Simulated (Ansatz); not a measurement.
Runs of Ansatz 0.2.0 on TiCo. Symmetry: Pm-3m, No. 221, cubic system. Conventional cell: a = 2.986 Å, b = 2.986 Å, c = 2.986 Å, α = 90.00°, β = 90.00°, γ = 90.00°. Co (site symmetry m-3m) has 8 Ti at 2.59 Å as nearest neighbours. Ti (site symmetry m-3m) is surrounded by 8 Co at 2.59 Å. The cell comes from a database or a generator and needn't be the stable form of this composition.

```tsv
task	level	cutoff (eV)	smearing	gap on the mesh (eV)	pressure (GPa)	moment (μB)
single point	PBE	279	gaussian 0.018 eV	none	-0.5	0.84
single point	PBE	279	gaussian 0.02 eV	none	-0.5	0.84
band structure	LDA	278	fermi-dirac 0.05 eV	-	-14.7	0.49
single point	PBE	279	gaussian 0.023 eV	none	-0.5	0.84
band structure	PBE	279	fermi-dirac 0.05 eV	-	-0.5	(a)
```

Alike in all rows: potentials or basis all-electron LAPW, scalar-relativistic; spin collinear, ferromagnetic start; cell as given; k mesh 9 × 9 × 9; basis error allowed 0.001 eV/atom.

Problem. Fill in the values left out.

Solution. (a) 0.83.

A gap of «none» marks a metal or a gap under the smearing width.
